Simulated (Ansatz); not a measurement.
# How much does Nb in Ir(111), 2x2 scatter?, part 2 of 2

How strong a scatterer is Nb in Ir(111), 2x2, and does relaxation matter?

Ansatz 0.2.0; Ansatz plane-wave DFT, PBE, PAW files; ballistic transport by layer matching (Landauer), zero bias; PAW set soft_1.

So far. Step 2 (Transmission at ideal sites): Over the solved energies the transmission per spin lies between 4.48 and 4.65, out of 6.54 channels of the lead on average (up to 6.78).

### Step 3. Resistance at ideal sites

This step: Ansatz plane-wave DFT, PBE, PAW files; ballistic transport by layer matching (Landauer), zero bias; area resistance of the defect plane and resistivity an atomic per cent; PAW set soft_1 (Ansatz 0.2.0).

This step gave:

| Quantity | Value |
| --- | --- |
| area resistance | 0.2177 fΩ m² |
| T over the leads' mean channel count | 0.6987 |
| resistivity per at.% scaled from this dense plane, with the factor 3/4 for isotropic scattering | 2.946 µΩ cm |

Averaged over the energies near the Fermi level, 69.9 % of the channels pass, which makes 0.218 fΩ m².

By hand, with T and the leads' channels N averaged over the energies near the Fermi level: RA = A (h/2e²)(1/T − 1/N) = 25.53×10⁻²⁰ m² × 12 906 Ω × (1/4.561 − 1/6.528) = 0.218 fΩ m². Per atomic per cent: RA × A / V_atom × 0.01 × 3/4 = 2.95 µΩ cm, with the host's V_atom = 14.15 Å³.

### Step 4. The same junction, with changed settings

A repeat with other settings, which the program refuses.

This step: Ansatz plane-wave DFT, PBE, PAW files; ballistic transport by layer matching (Landauer), zero bias; changed: magnetization = {"spin_polarized": true}, scf.n_extra_bands = 1 (Ansatz 0.2.0).

Contents of input.yaml:

```yaml
crystal:
  lattice:
    - [5.4297315514, 0.0, 0.0]
    - [-2.7148657757, 4.7022854592, 0.0]
    - [-1.3574328878, 0.7837142432, 24.3834648588]
  atoms:
    - { symbol: Ir, position: [0.0075757576, 0.9924242424, 0.0454545455], spin: 0.2 }
    - { symbol: Ir, position: [0.0075757576, 0.4924242424, 0.0454545455], spin: 0.2 }
    - { symbol: Ir, position: [0.5075757576, 0.9924242424, 0.0454545455], spin: 0.2 }
    - { symbol: Ir, position: [0.5075757576, 0.4924242424, 0.0454545455], spin: 0.2 }
    - { symbol: Ir, position: [0.1893939394, 0.3106060606, 0.1363636364], spin: 0.2 }
    - { symbol: Ir, position: [0.1893939394, 0.8106060606, 0.1363636364], spin: 0.2 }
    - { symbol: Ir, position: [0.6893939394, 0.3106060606, 0.1363636364], spin: 0.2 }
    - { symbol: Ir, position: [0.6893939394, 0.8106060606, 0.1363636364], spin: 0.2 }
    - { symbol: Ir, position: [0.3712121212, 0.1287878788, 0.2272727273], spin: 0.2 }
    - { symbol: Ir, position: [0.3712121212, 0.6287878788, 0.2272727273], spin: 0.2 }
    - { symbol: Ir, position: [0.8712121212, 0.1287878788, 0.2272727273], spin: 0.2 }
    - { symbol: Ir, position: [0.8712121212, 0.6287878788, 0.2272727273], spin: 0.2 }
    - { symbol: Ir, position: [0.053030303, 0.946969697, 0.3181818182], spin: 0.2 }
    - { symbol: Ir, position: [0.053030303, 0.446969697, 0.3181818182], spin: 0.2 }
    - { symbol: Ir, position: [0.553030303, 0.946969697, 0.3181818182], spin: 0.2 }
    - { symbol: Ir, position: [0.553030303, 0.446969697, 0.3181818182], spin: 0.2 }
    - { symbol: Ir, position: [0.2348484848, 0.2651515152, 0.4090909091], spin: 0.2 }
    - { symbol: Ir, position: [0.2348484848, 0.7651515152, 0.4090909091], spin: 0.2 }
    - { symbol: Ir, position: [0.7348484848, 0.2651515152, 0.4090909091], spin: 0.2 }
    - { symbol: Ir, position: [0.7348484848, 0.7651515152, 0.4090909091], spin: 0.2 }
    - { symbol: Nb, position: [0.4166666667, 0.0833333333, 0.5], spin: 0.2 }
    - { symbol: Ir, position: [0.4166666667, 0.5833333333, 0.5], spin: 0.2 }
    - { symbol: Ir, position: [0.9166666667, 0.0833333333, 0.5], spin: 0.2 }
    - { symbol: Ir, position: [0.9166666667, 0.5833333333, 0.5], spin: 0.2 }
    - { symbol: Ir, position: [0.0984848485, 0.9015151515, 0.5909090909], spin: 0.2 }
    - { symbol: Ir, position: [0.0984848485, 0.4015151515, 0.5909090909], spin: 0.2 }
    - { symbol: Ir, position: [0.5984848485, 0.9015151515, 0.5909090909], spin: 0.2 }
    - { symbol: Ir, position: [0.5984848485, 0.4015151515, 0.5909090909], spin: 0.2 }
    - { symbol: Ir, position: [0.2803030303, 0.2196969697, 0.6818181818], spin: 0.2 }
    - { symbol: Ir, position: [0.2803030303, 0.7196969697, 0.6818181818], spin: 0.2 }
    - { symbol: Ir, position: [0.7803030303, 0.2196969697, 0.6818181818], spin: 0.2 }
    - { symbol: Ir, position: [0.7803030303, 0.7196969697, 0.6818181818], spin: 0.2 }
    - { symbol: Ir, position: [0.4621212121, 0.0378787879, 0.7727272727], spin: 0.2 }
    - { symbol: Ir, position: [0.4621212121, 0.5378787879, 0.7727272727], spin: 0.2 }
    - { symbol: Ir, position: [0.9621212121, 0.0378787879, 0.7727272727], spin: 0.2 }
    - { symbol: Ir, position: [0.9621212121, 0.5378787879, 0.7727272727], spin: 0.2 }
    - { symbol: Ir, position: [0.1439393939, 0.8560606061, 0.8636363636], spin: 0.2 }
    - { symbol: Ir, position: [0.1439393939, 0.3560606061, 0.8636363636], spin: 0.2 }
    - { symbol: Ir, position: [0.6439393939, 0.8560606061, 0.8636363636], spin: 0.2 }
    - { symbol: Ir, position: [0.6439393939, 0.3560606061, 0.8636363636], spin: 0.2 }
    - { symbol: Ir, position: [0.3257575758, 0.1742424242, 0.9545454545], spin: 0.2 }
    - { symbol: Ir, position: [0.3257575758, 0.6742424242, 0.9545454545], spin: 0.2 }
    - { symbol: Ir, position: [0.8257575758, 0.1742424242, 0.9545454545], spin: 0.2 }
    - { symbol: Ir, position: [0.8257575758, 0.6742424242, 0.9545454545], spin: 0.2 }
kpoints:
  mp_grid: { grid: [5, 5, 1] }
hamiltonian:
  xc: pbe
  pseudopotentials: { kind: paw, azcp: { folder: soft_1 } }
scf:
  occupations: { method: fermi_dirac, width: 0.1 }
  n_extra_bands: 1
output:
  transmission: { leads: [[0, 4]], kmesh: [12, 12], e_range: [-0.1, 0.1], de: 0.05 }
  write_potential: true
  write_density: true
  volumetric_format: npy
magnetization:
  spin_polarized: true
```

The run is started by

```bash
ansatz run input.yaml --threads 4 --pin off --max-ram 15360MiB --backend cpu --events-out ev --progress --plain --runs-dir out
```

What it wrote:

```text
Error: inconsistent input (scf.n_extra_bands): n_bands = 373 cannot host the net starting moment |Σ_I m_I| = 8.8000 μB: with N_el = 744 the majority spin channel must hold (N_el + |M|)/2 = 376.4000 electrons at no more than one per band — at least 377 bands (373 bands cap the reachable moment at 2·n_bands − N_el = 2.0000 μB); raise scf.n_extra_bands until at least 377 bands are solved (omitted, it auto-derives to 452) or lower the seeds (crystal.atoms[].spin / magnetization.per_species / magnetization.initial_magnetization)
```

The job ended after 0.06 s (4 threads of Arm Neoverse V1, shared host; peak memory 0.065 GiB).

The program refused the input before any cycle.

The program's message: “Error: inconsistent input (scf.n_extra_bands): n_bands = 373 cannot host the net starting moment |Σ_I m_I| = 8.8000 μB: with N_el = 744 the majority spin channel must hold (N_el + |M|)/2 = 376.4000 el …”

### Step 5. Results

```
share of channels that pass, rigid                              : 0.699
area resistance, rigid                                          : 0.218 fΩ m²
resistivity per at.% from the area resistance, times 3/4, rigid : 2.95 µΩ cm
```

**Reading.** The plane of defects adds 0.22 fΩ m². Scaled to one atomic per cent that is 3.9 µΩ cm as it stands and 2.9 with the factor 3/4 for isotropic scattering on a spherical Fermi surface; with the reflection in place of the resistance taken as linear in the density it would be 2.1. These are rough estimates of the dilute value, not bounds. One Nb in each 2x2 cell reflects 30 % of the lead's channels. The defects form a dense periodic sheet that scatters coherently, unlike a dilute random alloy. T and N are means over the solved energies nearest the Fermi level. Spin-orbit coupling is left out, which matters for Ir.

[Logs are printed without paths, hosts, clocks, repeated set-up lines and the standing remarks that a program may print on its own settings, such as how far it seeks lower states.]

[Hosts, paths, dates, database ids (printed as entryN), source tags and the programs' standing remarks are cut or masked in the printed files.]
